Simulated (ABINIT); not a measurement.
# HfB2 (P6/mmm) in ABINIT: settings compared, part 2 of 2

ABINIT 10.8.3 (patched build). Earlier steps stand in the parts before.

### Step 5. Single point, PBE

File run.abi:

```
# Pseudopotentials
pp_dirpath "./"
pseudos "Hf.upf, B.upf"

# Structure
acell 3.14 3.14 3.48 Angstrom
rprim
     1.0000000000     0.0000000000     0.0000000000
    -0.5000000000     0.8660254038     0.0000000000
     0.0000000000     0.0000000000     1.0000000000
ntypat 2
znucl 72 5
natom 3
typat 1 2 2
xred
     0.0000000000     0.0000000000     0.0000000000
     0.6666666667     0.3333333333     0.5000000000
     0.3333333333     0.6666666667     0.5000000000

# Plane-wave basis
ecut 28.0

# k points
kptopt 1
ngkpt 8 8 6
nshiftk 1
shiftk 0.0 0.0 0.0

# Exchange and correlation
ixc 11

# Bands and occupations
nband 13
occopt 3
tsmear 0.00183747

# SCF cycle
nstep 100
tolvrs 1.0e-10

# Output
iomode 3
prtwf 0
prteig 0
prtebands 0
enunit 1
prtden 1
prtvha 1
prtvclmb 1
prtpot 1
prtelf 1
```

Potentials or basis: PseudoDojo NC SR PBE v0.4.1 standard.

On the command line:

```sh
$ abinit run.abi > log 2>&1
```

run.abo:

```text
.Version 10.8.3 of ABINIT
 Symmetries : space group P6/m m m (#191); Bravais hP (primitive hexag.)
================================================================================
 Values of the parameters that define the memory need of the present run
     intxc =       0    ionmov =       0      iscf =       7    lmnmax =       8
     lnmax =       8     mgfft =      32  mpssoang =       4    mqgrid =    3001
     natom =       3  nloc_mem =       1    nspden =       1   nspinor =       1
    nsppol =       1      nsym =      24    n1xccc =    2501    ntypat =       2
    occopt =       3   xclevel =       2
       mpw =        1436          nfft =       28800          nkpt =          40
================================================================================
================================================================================

--------------------------------------------------------------------------------
------------- Echo of variables that govern the present computation ------------
--------------------------------------------------------------------------------
 -outvars: echo values of preprocessed input variables --------
            acell      5.9337400354E+00  5.9337400354E+00  6.5762469182E+00 Bohr
              amu      1.78490000E+02  1.08110000E+01
             ecut      2.80000000E+01 Hartree
           enunit           1
              ixc          11
         kptrlatt        8    0    0      0    8    0      0    0    6
          kptrlen      3.94574815E+01
            natom           3
            nband          13
            ngfft          30      30      32
             nkpt          40
            nstep         100
             nsym          24
           ntypat           2
           occopt           3
        prtebands           0
           prteig           0
           prtelf           1
           prtpot           1
         prtvclmb           1
           prtvha           1
            prtwf           0
            rprim      1.0000000000E+00  0.0000000000E+00  0.0000000000E+00
                      -5.0000000000E-01  8.6602540380E-01  0.0000000000E+00
                       0.0000000000E+00  0.0000000000E+00  1.0000000000E+00
          spgroup         191
           tolvrs      1.00000000E-10
           tsmear      1.83747000E-03 Hartree
            typat      1  2  2
           xangst      0.0000000000E+00  0.0000000000E+00  0.0000000000E+00
                       1.5700000000E+00  9.0643992264E-01  1.7400000000E+00
[... 147 lines left out ...]
    3      0.00000000000000    -0.00000000000000    -0.00000000000000
 frms,max,avg= 8.3613125E-30 1.8907729E-29   0.000E+00  0.000E+00  0.000E+00 h/b

 cartesian forces (eV/Angstrom) at end:
    1     -0.00000000000000    -0.00000000000000    -0.00000000000000
    2     -0.00000000000000     0.00000000000000    -0.00000000000000
    3      0.00000000000000    -0.00000000000000    -0.00000000000000
 frms,max,avg= 4.2995598E-28 9.7227454E-28   0.000E+00  0.000E+00  0.000E+00 e/A
 length scales=  5.933740035350  5.933740035350  6.576246918159 bohr
              =  3.140000000000  3.140000000000  3.480000000000 angstroms
 Fermi (or HOMO) energy (eV) =  12.79222   Average Vxc (eV)= -12.95157
 Eigenvalues (   eV  ) for nkpt=  40  k points:
 kpt#   1, nband= 13, wtk=  0.00260, kpt=  0.0000  0.0000  0.0000 (reduced coord)
 -49.10802  -17.97242  -17.48280  -17.48280   -1.13217    9.62948    9.71617    9.71617
   9.84511   16.66504   16.66752   17.28489   17.47333
 prteigrs : prtvol=0 or 1, do not print more k-points.

--- !EnergyTerms
iteration_state     : {dtset: 1, }
comment             : Components of total free energy in Hartree
kinetic             :  1.87417386749355E+01
hartree             :  6.49226193314706E+00
xc                  : -1.68367683478477E+01
Ewald energy        : -4.88499196611125E+01
psp_core            :  2.57815535180159E+00
local_psp           : -2.73063810206457E+01
non_local_psp       :  2.77628413382598E+00
internal            : -6.24046289358957E+01
'-kT*entropy'       : -8.10162266198115E-05
total_energy        : -6.24047099521224E+01
total_energy_eV     : -1.69811866607562E+03
band_energy         : -4.99913506066574E+00
...

 Cartesian components of stress tensor (hartree/bohr^3)
  sigma(1 1)= -2.54116185E-05  sigma(3 2)=  0.00000000E+00
  sigma(2 2)= -2.54116189E-05  sigma(3 1)=  0.00000000E+00
  sigma(3 3)= -3.31570792E-05  sigma(2 1)=  0.00000000E+00

-Cartesian components of stress tensor (GPa)         [Pressure=  8.2360E-01 GPa]
- sigma(1 1)= -7.47635627E-01  sigma(3 2)=  0.00000000E+00
- sigma(2 2)= -7.47635641E-01  sigma(3 1)=  0.00000000E+00
- sigma(3 3)= -9.75514949E-01  sigma(2 1)=  0.00000000E+00

== END DATASET(S) ==============================================================
================================================================================

 -outvars: echo values of variables after computation  --------
            acell      5.9337400354E+00  5.9337400354E+00  6.5762469182E+00 Bohr
           etotal     -6.2404709952E+01
            fcart     -3.7815458816E-30 -2.1832765326E-30 -0.0000000000E+00
                      -1.5126183526E-29  4.3665530653E-30 -0.0000000000E+00
                       1.8907729408E-29 -2.1832765326E-30 -0.0000000000E+00
            rprim      1.0000000000E+00  0.0000000000E+00  0.0000000000E+00
                      -5.0000000000E-01  8.6602540380E-01  0.0000000000E+00
                       0.0000000000E+00  0.0000000000E+00  1.0000000000E+00
           strten     -2.5411618460E-05 -2.5411618921E-05 -3.3157079167E-05
                       0.0000000000E+00  0.0000000000E+00  0.0000000000E+00
           xangst      0.0000000000E+00  0.0000000000E+00  0.0000000000E+00
                       1.5700000000E+00  9.0643992264E-01  1.7400000000E+00
                       2.4125095698E-17  1.8128798453E+00  1.7400000000E+00
             xred      0.0000000000E+00  0.0000000000E+00  0.0000000000E+00
                       6.6666666667E-01  3.3333333333E-01  5.0000000000E-01
                       3.3333333333E-01  6.6666666667E-01  5.0000000000E-01
 Calculation completed.
```

Run time: 22 s. Hardware: 1 thread of Arm Neoverse V1, shared host; peak memory 0.07 GiB.

Results:

| Quantity | Value |
| --- | --- |
| Free energy | -1698.1187 eV |
| Pressure | 0.8 GPa |
| Band gap on the k mesh | none (metal or under the smearing width) |
| Valence electrons inside the program's atomic spheres | Hf 8.52; B 2.73 |

### Step 6. Single point, LDA

File run.abi:

```
pp_dirpath "./"
pseudos "Hf.upf, B.upf"

acell 3*1.0
rprim
     5.9337400313     0.0000000000     0.0000000000
    -2.9668700157     5.1387696066     0.0000000000
     0.0000000000     0.0000000000     6.5762469137
ntypat 2
znucl 72 5
natom 3
typat 1 2 2
xred
     0.0000000000     0.0000000000     0.0000000000
     0.6666666667     0.3333333333     0.5000000000
     0.3333333333     0.6666666667     0.5000000000

ecut 28.0

kptopt 1
ngkpt 8 8 6
nshiftk 1
shiftk 0.0 0.0 0.0

ixc 7

nband 13
occopt 3
tsmear 0.05 eV

nstep 100
tolvrs 1.0e-10

iomode 3
prtwf 0
prteig 0
prtebands 0
enunit 1
prtden 1
prtvha 1
prtvclmb 1
prtpot 1
prtelf 1
```

Potentials or basis: PseudoDojo NC SR LDA v0.4.1 standard.

On the command line:

```sh
$ abinit run.abi > log 2>&1
```

run.abo:

```text
.Version 10.8.3 of ABINIT
 Symmetries : space group P6/m m m (#191); Bravais hP (primitive hexag.)
================================================================================
 Values of the parameters that define the memory need of the present run
     intxc =       0    ionmov =       0      iscf =       7    lmnmax =       8
     lnmax =       8     mgfft =      32  mpssoang =       4    mqgrid =    3001
     natom =       3  nloc_mem =       1    nspden =       1   nspinor =       1
    nsppol =       1      nsym =      24    n1xccc =    2501    ntypat =       2
    occopt =       3   xclevel =       1
       mpw =        1436          nfft =       28800          nkpt =          40
================================================================================
================================================================================

--------------------------------------------------------------------------------
------------- Echo of variables that govern the present computation ------------
--------------------------------------------------------------------------------
 -outvars: echo values of preprocessed input variables --------
            acell      1.0000000000E+00  1.0000000000E+00  1.0000000000E+00 Bohr
              amu      1.78490000E+02  1.08110000E+01
             ecut      2.80000000E+01 Hartree
           enunit           1
              ixc           7
         kptrlatt        8    0    0      0    8    0      0    0    6
          kptrlen      3.94574815E+01
            natom           3
            nband          13
            ngfft          30      30      32
             nkpt          40
            nstep         100
             nsym          24
           ntypat           2
           occopt           3
        prtebands           0
           prteig           0
           prtelf           1
           prtpot           1
         prtvclmb           1
           prtvha           1
            prtwf           0
            rprim      5.9337400313E+00  0.0000000000E+00  0.0000000000E+00
                      -2.9668700157E+00  5.1387696066E+00  0.0000000000E+00
                       0.0000000000E+00  0.0000000000E+00  6.5762469137E+00
          spgroup         191
           tolvrs      1.00000000E-10
           tsmear      1.83746611E-03 Hartree
            typat      1  2  2
           xangst      0.0000000000E+00  0.0000000000E+00  0.0000000000E+00
[... 146 lines left out ...]
    1      0.00000000000000    -0.00000000000000    -0.00000000000000
    2      0.00000000000000     0.00000000000000    -0.00000000000000
    3     -0.00000000000000     0.00000000000000    -0.00000000000000
 frms,max,avg= 5.5662848E-30 1.2290024E-29   0.000E+00  0.000E+00  0.000E+00 h/b

 cartesian forces (eV/Angstrom) at end:
    1      0.00000000000000    -0.00000000000000    -0.00000000000000
    2      0.00000000000000     0.00000000000000    -0.00000000000000
    3     -0.00000000000000     0.00000000000000    -0.00000000000000
 frms,max,avg= 2.8622987E-28 6.3197845E-28   0.000E+00  0.000E+00  0.000E+00 e/A
 length scales=  1.000000000000  1.000000000000  1.000000000000 bohr
              =  0.529177210544  0.529177210544  0.529177210544 angstroms
 Fermi (or HOMO) energy (eV) =  12.50362   Average Vxc (eV)= -13.15748
 Eigenvalues (   eV  ) for nkpt=  40  k points:
 kpt#   1, nband= 13, wtk=  0.00260, kpt=  0.0000  0.0000  0.0000 (reduced coord)
 -49.35516  -18.23533  -17.73572  -17.73572   -1.25911    9.33296    9.44637    9.44637
   9.63285   16.29466   16.29872   16.93513   17.31290
 prteigrs : prtvol=0 or 1, do not print more k-points.

--- !EnergyTerms
iteration_state     : {dtset: 1, }
comment             : Components of total free energy in Hartree
kinetic             :  1.87645386594419E+01
hartree             :  6.51590448761783E+00
xc                  : -1.67155460613191E+01
Ewald energy        : -4.88499196945417E+01
psp_core            :  2.54266206615128E+00
local_psp           : -2.73180128343324E+01
non_local_psp       :  2.57718842359603E+00
internal            : -6.24831849533861E+01
'-kT*entropy'       : -8.27502954470340E-05
total_energy        : -6.24832677036816E+01
total_energy_eV     : -1.70025633139591E+03
band_energy         : -5.15293170526302E+00
...

 Cartesian components of stress tensor (hartree/bohr^3)
  sigma(1 1)=  4.14234649E-04  sigma(3 2)=  0.00000000E+00
  sigma(2 2)=  4.14234649E-04  sigma(3 1)=  0.00000000E+00
  sigma(3 3)=  4.38167738E-04  sigma(2 1)=  1.27409573E-13

-Cartesian components of stress tensor (GPa)         [Pressure= -1.2422E+01 GPa]
- sigma(1 1)=  1.21872041E+01  sigma(3 2)=  0.00000000E+00
- sigma(2 2)=  1.21872041E+01  sigma(3 1)=  0.00000000E+00
- sigma(3 3)=  1.28913399E+01  sigma(2 1)=  3.74851907E-09

== END DATASET(S) ==============================================================
================================================================================

 -outvars: echo values of variables after computation  --------
            acell      1.0000000000E+00  1.0000000000E+00  1.0000000000E+00 Bohr
           etotal     -6.2483267704E+01
            fcart      1.8907729421E-30 -3.2749148012E-30 -0.0000000000E+00
                       1.0399251181E-29  1.6374574007E-30 -0.0000000000E+00
                      -1.2290024123E-29  1.6374574005E-30 -0.0000000000E+00
            rprim      5.9337400313E+00  0.0000000000E+00  0.0000000000E+00
                      -2.9668700157E+00  5.1387696066E+00  0.0000000000E+00
                       0.0000000000E+00  0.0000000000E+00  6.5762469137E+00
           strten      4.1423464876E-04  4.1423464855E-04  4.3816773820E-04
                       0.0000000000E+00  0.0000000000E+00  1.2740957338E-13
           xangst      0.0000000000E+00  0.0000000000E+00  0.0000000000E+00
                       1.5699999989E+00  9.0643992202E-01  1.7399999988E+00
                      -1.7639296020E-11  1.8128798440E+00  1.7399999988E+00
             xred      0.0000000000E+00  0.0000000000E+00  0.0000000000E+00
                       6.6666666667E-01  3.3333333333E-01  5.0000000000E-01
                       3.3333333333E-01  6.6666666667E-01  5.0000000000E-01
 Calculation completed.
```

It took 22 s on 1 thread of Arm Neoverse V1, shared host; peak memory 0.06 GiB.

What came out:

- Free energy: -1700.2563 eV
- Band gap on the k mesh: none (metal or under the smearing width)
- Valence electrons inside the program's atomic spheres: Hf 8.53; B 2.72

Caveat: the cutoff is too short for stress, so the log's stress isn't used.

### Step 7. The runs side by side

```csv
level,potentials or basis,cell,cutoff (eV),fine-grid cutoff,gap on the mesh (eV),pressure (GPa)
LDA,PseudoDojo NC SR LDA v0.4.1 standard,as given,762,-,none,-
LDA,JTH PAW LDA v2.0,cell strained at random,354,707.496 eV,none,-
WC,PseudoDojo NC SR PBEsol v0.4.1 standard,as given,925,-,none,-3.1
PBE,PseudoDojo NC SR PBE v0.4.1 standard,as given,762,-,none,0.8
```

Alike in all rows: task single point; no spin polarisation; k mesh 8 × 8 × 6; smearing fermi-dirac 0.05 eV.

Caveats: the potentials were made for another functional, which shifts forces and pressure (some runs).

Absolute energies hang on the potentials; compare differences alone.
